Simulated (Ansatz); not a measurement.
**Symmetry broken, then relaxed in Cu**

All numbers below come from Ansatz, DFT PBEsol, scalar-relativistic, plane waves, PAW. Settings: plane waves to 420 eV, k-mesh 14×14×10 (Γ-centred), Gaussian smearing 0.15 eV. No spin polarisation. Energies are free energies at this smearing, counted from the undisturbed cell; pressure is positive in compression.

The starting cell (relaxed at this level):

```yaml
crystal:
  lattice:
    - [0.00000, -1.78169, -1.78169]
    - [0.00000, 1.78169, -1.78169]
    - [3.56337, 0.00000, 0.00000]
  atoms:
    - { symbol: Cu, position: [0.50000, 0.50000, 0.50000] }
    - { symbol: Cu, position: [0.00000, 0.00000, 0.00000] }
```

The atoms are displaced (Å, in the unstrained cell):

| atom | ux | uy | uz |
| --- | --- | --- | --- |
| Cu1 | -0.264 | 0.032 | 0.160 |
| Cu2 | 0.264 | -0.032 | -0.160 |

The atoms are then relaxed in that fixed cell.

**Question.** Does the relaxation return to the undisturbed structure?

**Answer.** Yes (up to a choice of domain or origin): same space group and volume, and an energy 0.0 meV/atom from it. The disturbance itself cost 927.0 meV/atom. The final space group reads Fm-3m (tolerance 0.05 Å) and the volume changes by 0.00 %.

Final structure:

```
CELL_PARAMETERS angstrom
0.00000 -1.78169 -1.78169
0.00000 1.78169 -1.78169
3.56337 0.00000 0.00000
ATOMIC_POSITIONS crystal
Cu 0.50001 0.49997 0.49999
Cu 0.99999 0.00003 0.00001
```

The relaxation, step by step (energy from the first step):

```csv
step,ΔE (meV/atom),largest force component (eV/Å),pressure (GPa)
1,0.0,6.831,n/a
2,-625.7,3.218,n/a
3,-926.8,0.053,n/a
4,-926.8,0.053,n/a
5,-927.0,0.001,n/a
6,-927.0,0.001,n/a
```

Frames along the relaxation (Å, eV/Å):

```xyz
2
Lattice="0.000 -1.782 -1.782 0.000 1.782 -1.782 3.563 0.000 0.000" Properties=species:S:1:pos:R:3:forces:R:3 pbc="T T T" step=1
Cu    1.518    0.032   -1.621    6.831   -0.527   -4.259
Cu    0.264   -0.032   -0.160   -6.831    0.527    4.259
2
Lattice="0.000 -1.782 -1.782 0.000 1.782 -1.782 3.563 0.000 0.000" Properties=species:S:1:pos:R:3:forces:R:3 pbc="T T T" step=2
Cu    1.616    0.024   -1.677    3.218   -0.283   -1.457
Cu    0.166   -0.024   -0.105   -3.218    0.283    1.457
2
Lattice="0.000 -1.782 -1.782 0.000 1.782 -1.782 3.563 0.000 0.000" Properties=species:S:1:pos:R:3:forces:R:3 pbc="T T T" step=3
Cu    1.785   -0.004   -1.780   -0.053    0.032   -0.012
Cu   -0.003    0.004   -0.002    0.053   -0.032    0.012
2
Lattice="0.000 -1.782 -1.782 0.000 1.782 -1.782 3.563 0.000 0.000" Properties=species:S:1:pos:R:3:forces:R:3 pbc="T T T" step=4
Cu    1.785   -0.004   -1.780   -0.053    0.032   -0.012
Cu   -0.003    0.004   -0.002    0.053   -0.032    0.012
2
Lattice="0.000 -1.782 -1.782 0.000 1.782 -1.782 3.563 0.000 0.000" Properties=species:S:1:pos:R:3:forces:R:3 pbc="T T T" step=5
Cu    1.782    0.000   -1.782    0.000    0.001    0.000
Cu    0.000    0.000    0.000    0.000   -0.001    0.000
2
Lattice="0.000 -1.782 -1.782 0.000 1.782 -1.782 3.563 0.000 0.000" Properties=species:S:1:pos:R:3:forces:R:3 pbc="T T T" step=6
Cu    1.782    0.000   -1.782    0.000    0.001    0.000
Cu    0.000    0.000    0.000    0.000   -0.001    0.000
```

Cost: 3 runs of about 1.8 core-minutes in all, on Intel Xeon Platinum 8559C (Emerald Rapids) (shared hosts).